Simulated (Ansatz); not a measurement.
**Ta: equation of state with PBE0**

The system is Ta.

```xyz
1
Lattice="-1.6513 1.6513 1.6513 1.6513 -1.6513 1.6513 1.6513 1.6513 -1.6513" Properties=species:S:1:pos:R:3 pbc="T T T"
Ta    0.0000    0.0000    0.0000
```

```
Program             : Ansatz 0.2.0
Task                : equation of state
Functional          : PBE0
Potentials or basis : Ansatz PAW
Cutoff              : 420 eV
Density cutoff      : 1680 eV
k mesh              : 6 × 6 × 6
Occupations         : fermi-dirac, width 0.05 eV
Spin                : no spin polarisation
```

```yaml
Equilibrium_volume: 18.39 Å³/atom
Bulk_modulus: 223 GPa
Pressure_derivative_of_the_bulk_modulus: 3.9
```

Energy against volume, from the lowest point:
```csv
volume (Å³/atom),energy (meV/atom)
16.930,91.98
17.290,50.40
17.650,21.93
18.010,5.52
18.371,0.00
18.731,4.39
19.091,17.70
```

All runs of the series together: 95 s on 2 threads of AMD EPYC 7R13 Processor (Zen 3) (shared host).

Caveat: the k mesh is coarse (spacing up to 0.45 Å⁻¹), so the values aren't converged, least of all with exact exchange; the PAW data sets were made with another functional, which shifts forces and pressure a little. Zero-point motion and thermal expansion aren't in these numbers.
